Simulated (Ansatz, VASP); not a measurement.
# NaCl: VASP beside Ansatz

Contents of INCAR:

```
ALGO = Normal ; EDIFF = 1E-6
ENCUT = 520 ; GGA = PE
ISIF = 2 ; ISMEAR = 0
LASPH = T ; LCHARG = T
LELF = T ; LREAL = F
LVHAR = T ; LWAVE = F
NBANDS = 14 ; NELM = 80
PREC = Accurate ; SIGMA = 0.01
```

The input KPOINTS:

```
k-points
0
Gamma
  6 6 6
```

POSCAR

```
NaCl
1.0
    0.0000000000      3.0948964395      3.0948964395
    3.0948964395      0.0000000000      3.0948964395
    3.0948964395      3.0948964395      0.0000000000
Na Cl
1 1
Direct
    0.0000000000      0.0000000000      0.0000000000
    0.2500000000      0.2500000000      0.2500000000
```

Input for Ansatz:

```yaml
crystal:
  lattice:
    - [0.0, 3.0948964395, 3.0948964395]
    - [3.0948964395, 0.0, 3.0948964395]
    - [3.0948964395, 3.0948964395, 0.0]
  atoms:
    - { symbol: Na, position: [0.0, 0.0, 0.0] }
    - { symbol: Cl, position: [0.25, 0.25, 0.25] }
kpoints:
  mp_grid: { grid: [6, 6, 6] }
hamiltonian:
  xc: pbe
scf:
  occupations: { method: fixed }
  n_extra_bands: 4
output:
  forces: true
  stress: true
  eigenvalues: true
```

Alike in both runs: task single point; functional PBE; k mesh 6 × 6 × 6; no spin polarisation.

```csv
,VASP,Ansatz
version,VASP 6.6.1,Ansatz 0.2.0
potentials or method,"VASP PAW PBE potentials, release 64 (Na_pv, Cl)","plane waves, PAW"
plane-wave cutoff (eV),520,420
occupations,"gaussian, width 0.01 eV",fixed
valence electrons in the cell,14,16
```

|  | VASP | Ansatz | Ansatz less VASP |
| --- | --- | --- | --- |
| gap on the k mesh at the Fermi level (eV) | 4.92 | 4.92 | +0.001 |
| pressure (GPa) | 0.5 | 0.6 | +0.01 |

The two sets of potentials don't hold the same shells in valence.

Expect the measured gap to be larger: semilocal functionals such as PBE lack the derivative discontinuity.
